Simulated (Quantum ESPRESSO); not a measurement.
## EuS under changes of volume

One of the cells (26.424 Å³/atom); the others are scaled copies at fixed shape and fractional positions:

```
Eu S
1.0
     0.00000    2.97850    2.97850
     2.97850    0.00000    2.97850
     2.97850    2.97850    0.00000
Eu S
1 1
Direct
  0.00000 0.00000 0.00000
  0.50000 0.50000 0.50000
```

```yaml
Program: Quantum ESPRESSO 7.5
Functional: PBE
Potentials_or_basis: SSSP 1.3 efficiency PBE
Cutoff: 748 eV
Density_cutoff: 5987 eV
k_mesh: 8 × 8 × 8
Occupations: fermi-dirac, width 0.05 eV
Spin: collinear spin, ferromagnetic start
Starting_moments: "[7.0, 0.0] μB"
```

```csv
volume (Å³/atom),energy over the lowest point (meV/atom),pressure (GPa),moment (μB per cell)
24.838,0.00,-0.1,6.95
25.367,?,?,?
25.895,7.81,-2.2,6.97
26.424,16.45,-3.1,6.97
26.952,27.74,-3.8,6.98
27.481,41.42,-4.5,6.98
28.009,57.22,-5.1,6.99
```

Question: What does the run at 25.367 Å³/atom give?

Answer: Energy over the lowest point 2.19 meV/atom; pressure -1.3 GPa; moment 6.96 μB per cell.

Worked out: A Birch-Murnaghan fit of order 3 (a polynomial in V^(-2/3)) to the other rows has its minimum at 24.79 Å³/atom, just outside them, with B0 = V·E''(V) = 55 GPa and B' = 4.5. It gives 2.22 meV/atom at 25.367 Å³/atom, against the run's 2.19, and -dE/dV = -1.2 GPa, against -1.3. A straight line through the other rows of the moment, of slope 0.0116 μB per Å³/atom, gives 6.96 μB, against the run's 6.96.

Energies are extrapolated to zero smearing.

Caveats: a cell with one magnetic atom can't hold antiferromagnetic order, which such compounds often take; without U or exact exchange the open f shell lies at the Fermi level, which spoils levels, moments and volumes.
